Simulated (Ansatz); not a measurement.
# Strain and the gap of LiF (rocksalt)

LiF in the rocksalt structure, relaxed with r2SCAN in the plane-wave code Ansatz. It is cubic, Fm-3m (No. 225); a = 3.990 Å in the conventional setting, 7.94 Å³ an atom. Li has 6 F at 1.99 Å; F has 6 Li at 1.99 Å.

The axes x, y and z are those of this cell:
```
Li F
1.0
     0.00000    1.99487    1.99487
     1.99487    0.00000    1.99487
     1.99487    1.99487    0.00000
Li F
1 1
Direct
  0.00000 0.00000 0.00000
  0.50000 0.50000 0.50000
```

Unstrained: With PBE the valence top lies at Γ–K (0.17 of the way from Γ) and the conduction bottom at Γ, 9.347 eV higher; the smallest vertical gap, at Γ, is 9.348 eV. Least and direct gap differ so little that the kind isn't settled. The r2SCAN gap is direct at Γ: 10.330 eV. HSE06 gives an indirect gap of 11.674 eV, from Γ–K (0.17 of the way from Γ) to Γ; the least direct gap is 11.675 eV at Γ. Least and direct gap differ so little that the kind isn't settled. Meshes: PBE 10×10×10, r2SCAN 10×10×10, HSE06 8×8×8. Strains are changes of length per length. After each strain the atoms were relaxed again with r2SCAN within the symmetry that the strain leaves, so tilts or polar shifts that break it weren't tested; points keep the names that they have in the unstrained zone. The values are computed, spin-unpolarised, and not measurements.

Changes of the least gap in eV (an overlap counts as a negative gap):
```
                                                                    strain  volume change (%)  space group     PBE  r2SCAN   HSE06  energy rise, r2SCAN (meV/atom)
epitaxial +3.62 % in the plane normal to [111], free normal strain -1.42 %               +5.8         R-3m  -0.679  -0.704  -0.716                            11.0
             epitaxial +2.66 % in the xy plane, free normal strain -1.65 %               +3.6       I4/mmm  -0.363  -0.380  -0.392                             4.8
                                                  uniaxial +0.86 % along x               +0.9       I4/mmm  -0.091  -0.095  -0.098                             0.2
```

Epitaxial +3.62 % in the plane normal to [111], free normal strain -1.42 %. HSE06: the gap goes from 11.674 to 10.958 eV (-0.716 eV); least and direct gap lie within 0.04 eV, so its kind isn't settled. Stress change with r2SCAN, compression positive: xx -3.88, yy -3.88, zz -3.88, xy +1.93, xz +1.93, yz +1.93 GPa.

Epitaxial +2.66 % in the xy plane, free normal strain -1.65 %. HSE06: the gap goes from 11.674 to 11.282 eV (-0.392 eV); least and direct gap lie within 0.04 eV, so its kind isn't settled. Stress change with r2SCAN, compression positive: xx -3.46, yy -3.46, zz -0.02 GPa.

Uniaxial +0.86 % along x, other directions held. HSE06: the gap goes from 11.674 to 11.576 eV (-0.098 eV); least and direct gap lie within 0.04 eV, so its kind isn't settled. Stress change with r2SCAN, compression positive: xx -1.13, yy -0.39, zz -0.39 GPa.

Where an edge lies off the special points, it is a point of the mesh or the k point where a search put PBE's edge or least direct gap, reused for the other functionals, whose own edges may lie a little apart.

The meshes of the hybrids are coarse, so their gaps aren't converged to the digits shown.
